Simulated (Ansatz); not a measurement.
Turn this script for the Python package of Ansatz (0.2.0) into the input file that the command-line program reads.

The script, `scf_bp.py`:
```python
'''Self-consistent field of BP at the given structure.'''

from pathlib import Path
import argparse

import ansatz
from ase.io.cube import read_cube_data
from ase.units import Bohr
import numpy as np

parser = argparse.ArgumentParser(description='Self-consistent field of BP at the given structure.')
parser.add_argument('--occupations', required=True, help='how the bands are filled')
parser.add_argument('--xc', required=True, help='exchange-correlation functional')
parser.add_argument('--tolerance', type=float, default=1e-07, help='SCF tolerance (eV)')
args = parser.parse_args()

system = (
    ansatz.Lattice.fcc(4.538)
    .space_group(216)
    .atom('B', [0.0, 0.0, 0.0])
    .atom('P', [0.25, 0.25, 0.75])
    .primitive()
)

# the calculation
base = system.calculation()
base = base.occupations(args.occupations)
base = base.kpoints(8)
base = base.functional(args.xc).basis(31 * ansatz.Ry)
base = base.scf(tolerance=args.tolerance)
base = base.pseudopotentials('paw')
base = base.band_table()
base = base.density()
base = base.output_files(volumetric_format=['cube', 'npy'])
planned = base.session().plan(threads=1)
facts = planned.describe()
print('plan:', facts['n_bands'], 'bands,', len(facts['kpoints_frac']), 'k-points, plane waves', facts['n_pw_range'], 'grid', facts['fft_dense'])
out = planned.execute()
rep = out.report

print(f'free energy      {rep["free_energy_ev"]:.5f} eV')
print(f'per atom         {rep["free_energy_ev"] / len(out.lattice.sites):.5f} eV')
print(f'SCF iterations   {rep["n_iterations"]}  (converged: {rep["converged"]})')

# band edges over the mesh points; the true edges can lie between them
levels = np.array(rep['eigenvalues_ev'])
filled = round(rep['n_electrons'] / 2)
top, bottom = levels[:, filled - 1], levels[:, filled]
print('top of band', filled, 'at k =', rep['kpoints_frac'][top.argmax()], f'{top.max():.4f} eV')
print('bottom of band', filled + 1, 'at k =', rep['kpoints_frac'][bottom.argmin()], f'{bottom.min():.4f} eV')
print(f'gap by band count {bottom.min() - top.max():.3f} eV, least direct gap {(bottom - top).min():.3f} eV')

# cube files hold the density in electrons per cubic bohr
folder = Path(out.write_results('cubes'))
print('\n'.join((folder / 'rho.cube').read_text().splitlines()[: 6 + 2]))
values, cube_atoms = read_cube_data(str(folder / 'rho.cube'))
print('electrons from the file:', round(values.mean() * cube_atoms.get_volume() / Bohr ** 3, 3))
```

`python scf_bp.py --occupations fixed --xc PBEsol` gives:
```text
plan: 8 bands, 29 k-points, plane waves [450, 477] grid [24, 24, 24]
free energy      -893.58550 eV
per atom         -446.79275 eV
SCF iterations   6  (converged: True)
top of band 4 at k = [0.0, 0.0, 0.0] 9.2246 eV
bottom of band 5 at k = [0.0, 0.375, 0.375] 10.3914 eV
gap by band count 1.167 eV, least direct gap 3.362 eV
ansatz rho
values in e/bohr^3 (x slowest, z fastest)
    2    0.000000    0.000000    0.000000
   24    0.000000    0.178658    0.178658
   24    0.178658    0.000000    0.178658
   24    0.178658    0.178658    0.000000
    5    5.000000    0.000000    0.000000    0.000000
   15   15.000000    6.431683    6.431683    6.431683
electrons from the file: 8.0
```

`input.yaml`:
```yaml
crystal:
  lattice: { bravais: fcc, a: 4.538 }
  space_group: 216
  atoms:
    - { symbol: B, position: [0.0, 0.0, 0.0] }
    - { symbol: P, position: [0.25, 0.25, 0.75] }
  reduce_to_primitive: true
basis:
  ecutwfc: 421.7764868128
kpoints:
  mp_grid: { grid: [8, 8, 8] }
hamiltonian:
  xc: pbesol
  pseudopotentials: { kind: paw }
scf:
  convergence: { dr2_threshold: 1.0e-07 }
  occupations: { method: fixed }
output:
  write_density: true
  volumetric_format: [cube, npy]
  eigenvalues: true
```

The program run on that file:
```console
$ ansatz run input.yaml --threads 1 --pin off --max-ram 3072MiB --backend cpu --events-out ev --progress --plain --runs-dir out
crystal.space_group: 216 is read as F-43m: the typed cell holds B4P4 (B 4a, P 4d). Least distances (Å): B–B 3.209, B–P 1.965, P–P 3.209
crystal.space_group generates its sites in this order, which a site index counts, at these fractional coordinates of the primitive cell where crystal.reduce_to_primitive is true, and else of the cell that is read (crystal.supercell repeats the list replica by replica, and crystal.defects acts on that): 0: B [0.000000, 0.000000, 0.000000]; 1: P [0.750000, 0.750000, 0.750000];
Engine: ansatz 0.2.0, aarch64-unknown-linux-gnu
Pseudopotentials: kind: paw
Pseudopotential: B, paw, valence charge 3, recommended cutoff 420 eV (normal), B.paw.azcp
Pseudopotential: P, paw, valence charge 5, recommended cutoff 420 eV (normal), P.paw.azcp
Functional definition: PBEsol
  exchange = pbesol_x
  correlation = pbesol_c
Crystal: 2 atoms, lattice volume = 23.363 Å³
Basis set: ecut = 421.7764868128 eV, 459 PW (Γ)
Bands: 8, of which v1, the nominal top of the filled ones, is band 4 counted from 1 (3 counted from 0)
Symmetry: 24 space group operations
Space group: F-43m (ITA 216), of the structure as read, at distance tolerance 2.9e-5 Å
k-points: 29 of 512 (time reversal used)
Non-local potential: B, projectors of the file, l = 0: 2, l = 1: 2, l = 2: 1
Non-local potential: P, projectors of the file, l = 0: 2, l = 1: 2, l = 2: 2
PAW form: soft (Blöchl's): semilocal exchange-correlation on the pseudo side does not see the compensation charge
PAW frozen core: B, regenerated for the run's functional, and the local potential with it (the file was generated under x = pbe(κ = 0.804, μ = 0.2195149727645171), c = pbe(β = 0.06672455060314922))
PAW frozen core: P, regenerated for the run's functional, and the local potential with it (the file was generated under x = pbe(κ = 0.804, μ = 0.2195149727645171), c = pbe(β = 0.06672455060314922))
PAW one-centre angular grid: B, 110 points (default); XC on 64 Gauss nodes
PAW one-centre angular grid: P, 110 points (default); XC on 64 Gauss nodes
Initial density: superposition of atomic densities (neutral atoms: chi_scale 0, normalization atom), corrected by the library's trained network
Initial wavefunctions: pseudopotential atomic-orbital guess
Functional: x = pbesol(κ = 0.804, μ = 0.12345679012345678), c = pbesol(β = 0.046)
SCF iter   1: F=—  HF=-893.587029 eV  |F-HF|=—  |Δ(HF+E_count)|=         —  Δρ=4.49e-3  dr2=5.84e-3  ethr=1.77e-3  ⟨swp⟩=5.1  Hψ=1699  notcnv=0  defer=53
preconditioner: auto → none  [insulator: Δε(μ)=1.134 eV  Ē_g=12.749 eV  n_scr=0 (ndim 8)  ℏωp=21.7 eV  f_vac=0.000  ε∞_Penn≈3.9]
SCF iter   2: F=—  HF=-893.585658 eV  |F-HF|=—  |Δ(HF+E_count)|=   1.37e-3  Δρ=1.62e-3  dr2=6.72e-4  ethr=7.30e-5  ⟨swp⟩=2.5  Hψ=579  notcnv=0  defer=52
SCF iter   3: F=—  HF=-893.585496 eV  |F-HF|=—  |Δ(HF+E_count)|=   1.61e-4  Δρ=5.32e-4  dr2=5.97e-5  ethr=8.41e-6  ⟨swp⟩=3.0  Hψ=411  notcnv=0  defer=52
SCF iter   4: F=—  HF=-893.585496 eV  |F-HF|=—  |Δ(HF+E_count)|=   6.02e-8  Δρ=1.25e-4  dr2=2.01e-6  ethr=7.46e-7  ⟨swp⟩=2.0  Hψ=348  notcnv=0  defer=46
SCF iter   5: F=—  HF=-893.585497 eV  |F-HF|=—  |Δ(HF+E_count)|=   9.83e-7  Δρ=3.29e-5  dr2=3.27e-7  ethr=2.51e-8  ⟨swp⟩=2.3  Hψ=335  notcnv=0  defer=46
SCF iter   6: F=-893.585497 eV  HF=-893.585497 eV  |F-HF|=2.42e-8  |Δ(HF+E_count)|=   9.67e-8  Δρ=1.07e-5  dr2=3.31e-8  ethr=1.25e-9  ⟨swp⟩=6.6  Hψ=1166  notcnv=0
SCF 1 converged in 6 iterations: F = -893.585497 eV  dr2 = 3.31e-8
  greatest PAW one-centre occupation: 0.771 electrons in one spin orbital (limit 2), on the P atom at site 1 (counted from 0), in its partial waves of l = 0
SCF converged after 6 iterations
Free energy (F): -893.585497 eV
Harris-Foulkes:  -893.585497 eV  (|F-HF|=2.42e-8)
Internal energy: -893.585497 eV  (E = F + TS)
E sigma→0 (E₀):  -893.585497 eV
Fermi energy:    9.224611 eV
--- Per-component energies (eV) ---
  E_band       = 21.690641
  E_kinetic    = 121.394419
  E_local      = -67.692929  (includes V_loc(G=0)·N_el)
  E_nonlocal   = 45.205086
  E_hartree    = 16.739149
  E_xc         = -94.182879
  E_vxc        = -100.349555  (∫ρ·V_xc dr)
  E_paw        = -629.617633  (= ΣΔE_a)
  E_vpaw       = -10.344502  (= ΣTr[D̂ρ^β])
  E_aug_tail   = 0.000000  (compensation charges beyond the density's cutoff)
  E_ewald      = -285.491518
  E_core_change = 0.060807  (= ΣΔE_core)
  E_smearing   = -0.000000  (= −TS)
  E_closure    = 0.000000  (closes the sum)
  Σ components = -893.585497   (vs F -893.585497, Δ=0.00e0)
--- Band table (eV; the first three rows and the last of 29) ---
  k-point 0: bands = ["-6.2619", "9.2246", "9.2246", "9.2246", "12.5865", "12.5865", "12.5865", "16.5645"]
  k-point 1: bands = ["-5.9802", "7.3592", "8.7936", "8.7936", "13.1106", "13.1798", "13.1799", "17.3468"]
  k-point 2: bands = ["-5.1531", "4.3546", "8.1029", "8.1029", "13.1682", "13.9410", "13.9410", "18.7445"]
  k-point 28: bands = ["-1.1054", "1.1763", "3.4897", "3.6937", "14.4507", "15.8563", "16.4066", "16.6289"]
```

Caveats:
- Total energies depend on the potentials; only differences at equal settings carry meaning.
- Semilocal gaps usually lie well under measured ones.
- Densities and potentials on the grid are those of the valence electrons, and inside the cores they hang on the potentials used.
- The starting cell is as deposited in a crystallographic database; the results hold for this polymorph, which needn't be the stable one.
- Levels are Kohn-Sham eigenvalues on this mesh.
- Finished in 1.7 s on 1 thread of Arm Neoverse V1, with other jobs on the host, peak memory 0.37 GiB.

(Lines on the test bed's own set-up are left out of the output.)
